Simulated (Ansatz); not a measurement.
**LiBr (Fm-3m): band gap by G0W0 on PBE**

Aim: the quasiparticle gap of LiBr (Fm-3m), starting from PBE.

Program: Ansatz 0.2.0. Level of theory: PBE, then G0W0 on it, plane waves, PAW. Results are calculated unless marked as measured.

This is a report of a sequence of runs, with most program output left out.

In doubt: masses and optical values from hybrid runs of this build are listed as unsure (in some of the runs), which bears on the screening that GW takes from such a start.

## (1) The structure

Symmetry: Fm-3m, No. 225, cubic system. The conventional cell has a = 5.501 Å, b = 5.501 Å, c = 5.501 Å, α = 90.00°, β = 90.00°, γ = 90.00°. Nearest to Li lie 6 Br at 2.75 Å. Nearest to Br lie 6 Li at 2.75 Å. Farther neighbours and most contacts between anions are not listed.

The cell and positions come from the Crystallography Open Database and are kept as given unless a step says otherwise.

## (2) Bands along the symmetry lines

Levels along a band path and on the mesh show where this functional puts the band edges.

This step: DFT, PBE, plane waves, PAW; PAW set soft_1.

input.yaml

```yaml
crystal:
  lattice:
    - [0.0, 2.75065, 2.75065]
    - [2.75065, 0.0, 2.75065]
    - [2.75065, 2.75065, 0.0]
  atoms:
    - { symbol: Li, position: [0.0, 0.0, 0.0] }
    - { symbol: Br, position: [0.5, 0.5, 0.5] }
kpoints:
  mp_grid: { grid: [8, 8, 8] }
  band_path:
    path:
      - [[0.0, 0.0, 0.0], [0.5, 0.0, 0.5], [0.625, 0.25, 0.625]]
      - [[0.375, 0.375, 0.75], [0.0, 0.0, 0.0], [0.5, 0.5, 0.5], [0.5, 0.25, 0.75], [0.5, 0.0, 0.5]]
    npoints: 10
hamiltonian:
  xc: pbe
  pseudopotentials: { kind: paw, azcp: { folder: soft_1 } }
scf:
  occupations: { method: fermi_dirac, width: 0.02 }
  n_extra_bands: 4
output:
  eigenvalues: true
```

Launch:

```bash
$ ansatz run input.yaml --threads 24 --pin off --max-ram 82944MiB --backend cuda --events-out ev --progress --plain --runs-dir out --devices 1 --max-vram 78GiB
```

Wall time 2.1 s (1 × NVIDIA GB200 (shared by 2 runs) with 24 threads of Arm Neoverse V2, shared host); peak memory 0.99 GiB.

This step gave:

- filled bands: 5
- gap: 4.933 eV
- valence top at: k = (0.075, 0.075, 0.150)
- conduction bottom at: Γ
- least direct gap: 4.939 eV

Over mesh and path the gap is 4.933 eV, from k = (0.075, 0.075, 0.150) to k = Γ. The least direct gap found is 4.939 eV, at k = Γ. On the 8×8×8 mesh alone the same run gives 4.939 eV, so that mesh misses an edge of PBE: 4.939 − 4.933 = +0.006 eV.

The electronic bands at the labelled points (eV, zero at the top of the highest nominally filled band; v1 is the highest filled band, c1 the lowest empty one):

| point | v4 | v3 | v2 | v1 | c1 | c2 | c3 | c4 |
| --- | --- | --- | --- | --- | --- | --- | --- | --- |
| Γ | -13.44 | -0.01 | -0.01 | -0.01 | 4.93 | 10.51 | 10.51 | 10.51 |
| halfway | -13.13 | -1.60 | -0.62 | -0.62 | 7.16 | 8.24 | 8.36 | 11.04 |
| X | -12.78 | -2.88 | -1.14 | -1.14 | 6.24 | 7.11 | 11.62 | 12.43 |
| halfway | -12.78 | -2.78 | -1.38 | -1.07 | 6.42 | 7.54 | 11.30 | 11.59 |
| U | -12.80 | -2.49 | -1.85 | -0.86 | 6.64 | 8.72 | 10.29 | 10.57 |
| jump to K | -12.80 | -2.49 | -1.85 | -0.86 | 6.64 | 8.72 | 10.29 | 10.57 |
| halfway | -13.12 | -1.81 | -0.90 | -0.10 | 6.72 | 8.85 | 8.95 | 9.34 |
| Γ | -13.44 | -0.01 | -0.01 | -0.01 | 4.93 | 10.51 | 10.51 | 10.51 |
| halfway | -13.21 | -1.68 | -0.14 | -0.14 | 5.96 | 9.19 | 9.19 | 9.73 |
| L | -12.97 | -2.88 | -0.27 | -0.27 | 5.62 | 8.10 | 8.10 | 11.75 |
| halfway | -12.88 | -2.60 | -1.34 | -0.61 | 7.05 | 7.88 | 9.21 | 10.67 |
| W | -12.78 | -2.14 | -2.14 | -1.14 | 8.01 | 8.57 | 9.45 | 9.45 |
| halfway | -12.78 | -2.68 | -1.48 | -1.14 | 6.75 | 7.83 | 10.59 | 10.99 |
| X | -12.78 | -2.88 | -1.14 | -1.14 | 6.24 | 7.11 | 11.62 | 12.43 |

## (3) The quasiparticle correction

G0W0 replaces the xc potential by a self-energy built once from the orbitals of the start. Levels are corrected in the window of bands that the input names, at points of the mesh.

This step: G0W0 on PBE, plane waves, PAW; PAW set soft_1.

input.yaml, the sections that differ from step 2:

```yaml
kpoints:
  mp_grid: { grid: [6, 6, 6] }
scf:
  occupations: { method: fixed }
gw:
  n_empty_bands: 267
  ecut_chi: 200.0
  qp_bands: [v2, c2]
  qp_kpoints: band_edges
  screening: { model: contour_deformation }
# crystal, hamiltonian: as in step 2
# output: removed
```

Wall time 7.9 s (1 × NVIDIA GB200 (shared by 2 runs) with 24 threads); peak memory 1.2 GiB; 22 s of CPU time.

Numbers from this step:

```yaml
bands_summed: 272
rpa_eps_infinity_on_this_mesh_eigenvalues: 3.163, 3.163, 3.163
plane_waves_in_the_screening_matrix: 283
q_points_in_the_mesh: 216
g0w0_gap_over_the_corrected_points: 7.200 eV
k_of_the_valence_top: 0, 0, 0
k_of_the_conduction_bottom: 0, 0, 0
starting_gap_on_the_mesh: 4.939 eV
z_at_the_valence_top: 0.7996
z_at_the_conduction_bottom: 0.8380
least_direct_g0w0_gap_over_the_corrected_points: 7.200 eV
```

Over 12 of 16 irreducible mesh points the G0W0 gap is 7.200 eV, direct, at k = Γ. The PBE gap of this run on the mesh is 4.939 eV. The two states that bound the G0W0 gap lie that far apart at the start, so the correction of the gap is 7.200 − 4.939 = +2.261 eV. The start of this run differs from the step before in mesh (8×8×8 and 6×6×6).

Labels follow the order of the start: v1 is the top filled band, c1 the lowest empty one; levels that stay degenerate share a row, the window can cut a multiplet, doubted levels are not marked in this list, bands outside the window were not corrected, and the list may be a part of the corrected levels. The levels before and after the correction (eV, zero at the valence-band top of each column):

|  | conduction bottom | valence top |
| --- | --- | --- |
| Kohn-Sham | 4.94 | 0.00 |
| G0W0 | 7.20 | 0.00 |

|  | level | occupation | energy (eV) |
| --- | --- | --- | --- |
| Kohn-Sham | Γ v2-v1 | 2 | 0.000 |
| Kohn-Sham | Γ c1 | 0 | 4.939 |
| Kohn-Sham | Γ c2 | 0 | 10.513 |
| G0W0 | Γ v2-v1 | 2 | 0.000 |
| G0W0 | Γ c1 | 0 | 7.200 |
| G0W0 | Γ c2 | 0 | 12.887 |

The parts of the quasiparticle energy for the two states that bound the G0W0 gap, in eV on the run's own scale (QP = start + Σx + Σc − Vxc, with Σc at the quasiparticle energy):

| edge | k | band | start | Σx | Σc | Vxc | Z | QP |
| --- | --- | --- | --- | --- | --- | --- | --- | --- |
| valence top | Γ | 4 | 2.049 | −19.857 | 1.909 | −16.263 | 0.800 | 0.364 |
| conduction bottom | Γ | 6 | 6.988 | −6.260 | −3.561 | −10.397 | 0.838 | 7.564 |

## (4) Spin-orbit coupling in PBE

This run has two-component orbitals with spin-orbit coupling.

This step: DFT, PBE with spin-orbit coupling, plane waves, PAW; PAW set soft_1.

input.yaml

```yaml
crystal:
  lattice:
    - [0.0, 2.75065, 2.75065]
    - [2.75065, 0.0, 2.75065]
    - [2.75065, 2.75065, 0.0]
  atoms:
    - { symbol: Li, position: [0.0, 0.0, 0.0] }
    - { symbol: Br, position: [0.5, 0.5, 0.5] }
kpoints:
  mp_grid: { grid: [8, 8, 8] }
  band_path:
    path:
      - [0.0, 0.0, 0.0]
      - [0.5, 0.0, 0.5]
      - [0.625, 0.25, 0.625]
      - [0.375, 0.375, 0.75]
      - [0.5, 0.5, 0.5]
      - [0.5, 0.25, 0.75]
      - [0.075, 0.075, 0.15]
    npoints: 1
hamiltonian:
  xc: pbe
  pseudopotentials: { kind: paw_fr, azcp: { folder: soft_1 } }
scf:
  occupations: { method: fixed }
  n_extra_bands: 8
magnetization:
  noncollinear: true
  spin_orbit: true
output:
  eigenvalues: true
```

The job ended after 2.8 s (1 × NVIDIA GB200 (shared by 2 runs) with 24 threads; peak memory 0.99 GiB).

This step gave:

```
gap                  : 4.763 eV
valence top at       : Γ
conduction bottom at : Γ
least direct gap     : 4.763 eV
```

Over mesh and listed points the gap is 4.763 eV, direct, at k = Γ. PBE+SOC against PBE: 4.763 − 4.933 = −0.170 eV. Mesh, set of files and cutoff are the same, but the valence top lies at another k point, so this need not be the shift of one pair of states. The spin-orbit run sees mesh and listed points alone, so its gap is an upper bound: the coupling can move an edge off these points, and the change over the zone, its sign included where it is small, is not known.

## (5) Side by side

Each gap is the least one over the points named; times are wall times on shared hosts, not benchmarks. A G0W0 time includes the run's own self-consistent start. Runs with listed points see these and the mesh alone, so an edge that moves elsewhere is missed. Rows marked * are further runs, not shown as steps, whose inputs differ from the G0W0 step on the same start in the columns given; solver thresholds can differ too.

| level | mesh | files, cutoff | bands summed, screening | points | gap (eV) | valence top | conduction bottom | least direct gap (eV) | time |
| --- | --- | --- | --- | --- | --- | --- | --- | --- | --- |
| PBE | 8×8×8 | soft_1 PAW, 420 eV | - | mesh and path | 4.933 | (0.075, 0.075, 0.150) | Γ | 4.939 | 2.1 s |
| PBE+SOC | 8×8×8 | soft_1 PAW, 420 eV | - | mesh and listed points | 4.763 | Γ | Γ | 4.763 | 2.8 s |
| G0W0@PBE* | 6×6×6 | soft_1 PAW, 420 eV | 48, 60 eV | 12 of 16 irreducible mesh points | 6.814 | Γ | Γ | 6.814 | 3.1 s |
| G0W0@PBE* | 6×6×6 | soft_1 PAW, 420 eV | 129, 120 eV | 12 of 16 irreducible mesh points | 7.069 | Γ | Γ | 7.069 | 3.7 s |
| G0W0@PBE | 6×6×6 | soft_1 PAW, 420 eV | 272, 200 eV | 12 of 16 irreducible mesh points | 7.200 | Γ | Γ | 7.200 | 7.9 s |
| G0W0@PBE* | 4×4×4 | soft_1 PAW, 420 eV | 129, 120 eV | 7 of 8 irreducible mesh points | 7.063 | Γ | Γ | 7.063 | 1.9 s |
| G0W0@PBE* | 6×6×6 | soft_1 PAW, 420 eV | 129, 120 eV, plasmon pole | 12 of 16 irreducible mesh points | 7.040 | Γ | Γ | 7.040 | 3.9 s |

## (6) Summary of results

| Property | Result |
| --- | --- |
| PBE gap over mesh and path | 4.933 eV, from k = (0.075, 0.075, 0.150) to k = Γ |
| G0W0@PBE gap over 12 of 16 irreducible mesh points | 7.200 eV, direct, at k = Γ |
| PBE+SOC gap over mesh and listed points | 4.763 eV |
| GW settings | 6×6×6 mesh, 267 empty bands, screening to 200 eV, PAW set soft_1 files |
| known limits | finite bands, screening cutoff and k mesh; no spin-orbit coupling in G0W0 |

Over 12 of 16 irreducible mesh points the G0W0 gap is 7.200 eV, direct, at k = Γ. The PBE gap of this run on the mesh is 4.939 eV. The two states that bound the G0W0 gap lie that far apart at the start, so the correction of the gap is 7.200 − 4.939 = +2.261 eV. The valence state moves by 0.364 − 2.049 = −1.685 eV and the conduction state by 7.564 − 6.988 = +0.576 eV, on the run's own scale; with 48 bands the edge states move by −1.128 and +0.747 eV, so the split between the edges depends on the bands and cutoff. Over mesh and path, PBE puts the valence top at k = (0.075, 0.075, 0.150), where no G0W0 correction was computed. The G0W0 gap over the whole zone is therefore not known from this run; at its settings it can only be equal to or under the 7.200 eV found, and no correction is carried over from another point. For the start itself the gap is 4.933 eV over mesh and path and 4.939 eV on the mesh of the G0W0 run, in runs that differ in mesh (8×8×8 and 6×6×6). From 48 bands and 60 eV to 272 bands and 200 eV the gap moves by 7.200 − 6.814 = +0.386 eV (rung by rung 6.814, 7.069, 7.200 eV); bands and screening cutoff rise together, so their parts are not told apart. A line in one over the bands through the two highest rungs gives 7.200 + (7.200 − 7.069) × 129 / (272 − 129) = 7.318 eV, and through the pair below 7.069 + (7.069 − 6.814) × 48 / (129 − 48) = 7.220 eV. The two differ by 0.098 eV, not under the 0.030 eV asked, so the law does not hold well over these rungs and the limit is not known. With the 4×4×4 mesh in place of the 6×6×6 mesh and all else as in the G0W0@PBE row with 129 bands, the gap differs by 7.063 − 7.069 = −0.006 eV, and that of the start by 4.936 − 4.939 = −0.003 eV. With the plasmon pole model in place of the contour deformation model and all else as in the G0W0@PBE row with 129 bands, the gap differs by 7.040 − 7.069 = −0.029 eV. G0W0 on other starts in this series, not shown as steps and not all at these settings: 7.622 eV on HSE06 (6×6×6, soft_1 PAW, 129 bands, 120 eV) and 7.826 eV on PBE0 (6×6×6, soft_1 PAW, 129 bands, 120 eV). PBE+SOC against PBE: 4.763 − 4.933 = −0.170 eV. Mesh, set of files and cutoff are the same, but the valence top lies at another k point, so this need not be the shift of one pair of states. The spin-orbit run sees mesh and listed points alone, so its gap is an upper bound: the coupling can move an edge off these points, and the change over the zone, its sign included where it is small, is not known. What spin-orbit coupling does to the G0W0 levels was not computed, so no sum with the G0W0 gap is formed. The G0W0 runs are scalar-relativistic. G0W0@PBE runs of this series with other atomic data on the same mesh, not shown as steps, give 7.079 eV (hard PAW, 780 eV, 134 bands, screening to 120 eV; the table's row with the same empty bands and screening cutoff has 7.069 eV); where bands and cutoffs differ too, the part of the files is not isolated.

[Paths, hosts, dates, memory and timing lines, banners, echoed tables and standing remarks are left out of the program output.]

[Logs are printed without paths, hosts, clocks, repeated set-up lines and the standing remarks that a program may print on its own settings, such as how far it seeks lower states.]

[Runs of the session that timed out or met a known fault of the program may be left out.]

[Cells called generated may have been cut or substituted from an entry of the Crystallography Open Database or the Materials Project.]

[Hosts, paths, dates, database ids (printed as entryN), source tags and the programs' standing remarks are cut or masked in the printed files.]

[Where an RPA ε∞ is given, it is that of the G0W0 mesh and is not shown converged in it. Names of k-points follow the symmetry that the program found, which can be lower than the space group named. Band edges on a path are those of the sampled points; other points can move an edge, and change direct to indirect where valleys lie close.]

[Hybrid gaps are those of their k-mesh and are not shown converged in it.]
